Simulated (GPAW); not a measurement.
Set up this calculation in GPAW 26.7.0, as an ASE script.

```yaml
Task: relaxation of cell and atoms
Functional: LDA
Potentials_or_basis: the program's PAW data sets (release 1.2.1) made for this functional
Cutoff: 800 eV
Basis: pw
k_mesh: 10 × 10 × 10
Occupations: improved-tetrahedron-method
Spin: no spin polarisation
Maxiter: 150
Optimizer: LBFGS
Fmax: 0.01 eV/Å
Max_steps: 40
Convergence: density=1e-05 forces=0.0001
```

The system is GaN.

```
Ga N
1.0
     3.09957    0.00000    0.00000
     1.54979    2.68431    0.00000
     1.54979    0.89477    2.53079
Ga N
1 1
Direct
  0.00000 0.00000 0.00000
  0.25000 0.25000 0.25000
```

The cell is a database's computed one.

The cell isn't the ideal one: volume scaled by 0.92.

These files were run (other wordings do the same):

run.py

```python
from ase import Atoms
from ase.filters import FrechetCellFilter
from ase.io import write
from ase.optimize import LBFGS
from gpaw import GPAW, PW

atoms = Atoms(['Ga', 'N'],
              cell=[[3.0995736, 0.0, 0.0],
                    [1.5497868, 2.6843094785, 0.0],
                    [1.5497868, 0.8947698262, 2.5307912467]],
              scaled_positions=[[0.0, 0.0, 0.0],
                                [0.25, 0.25, 0.25]],
              pbc=True)

calc = GPAW(mode=PW(800),
            xc='LDA',
            kpts={'size': (10, 10, 10), 'gamma': True},
            occupations={'name': 'improved-tetrahedron-method'},
            nbands=11,
            convergence={'density': 1e-05, 'forces': 0.0001},
            maxiter=150,
            txt='gpaw.txt')
atoms.calc = calc
opt = LBFGS(FrechetCellFilter(atoms), trajectory='relax.traj', logfile='-')
done = opt.run(fmax=0.01, steps=40)
calc.write('gs.gpw')
write('result.traj', atoms)
print('Converged:', done)
print('Cell:', atoms.cell.cellpar().round(4))
print('Volume:', round(atoms.get_volume(), 4))
print(atoms.get_scaled_positions().round(5))
```

Potentials or basis: the program's PAW data sets (release 1.2.1) made for this functional, pw.

Launch:

```bash
$ OMP_NUM_THREADS=1 python run.py
```

It gave:

| Property | Result |
| --- | --- |
| Relaxed volume | 11.48 Å³/atom |
| Relaxed cell | a = 3.191 Å, b = 3.191 Å, c = 3.191 Å, α = 60.00°, β = 60.00°, γ = 60.00° |
| Space group after relaxing (to 0.05 Å) | F-43m (No. 216) |
| Energy gained by relaxing | 67.7 meV/atom |
| Ionic steps | 4 |
| Pressure after relaxing | 0.1 GPa |
| Band gap on the k mesh | 1.86 eV, direct |

Caveat: the data sets keep Ga 3d, Li 1s and Be 1s frozen, and some such compounds lay over 1.5 % in volume off other programs; later steps reuse the first step's grids.

Wall time 37 s on 1 thread of Intel(R) Xeon(R) Platinum 8375C CPU @ 2.90GHz (Ice Lake), with other jobs on the host, peak memory 0.2 GiB.
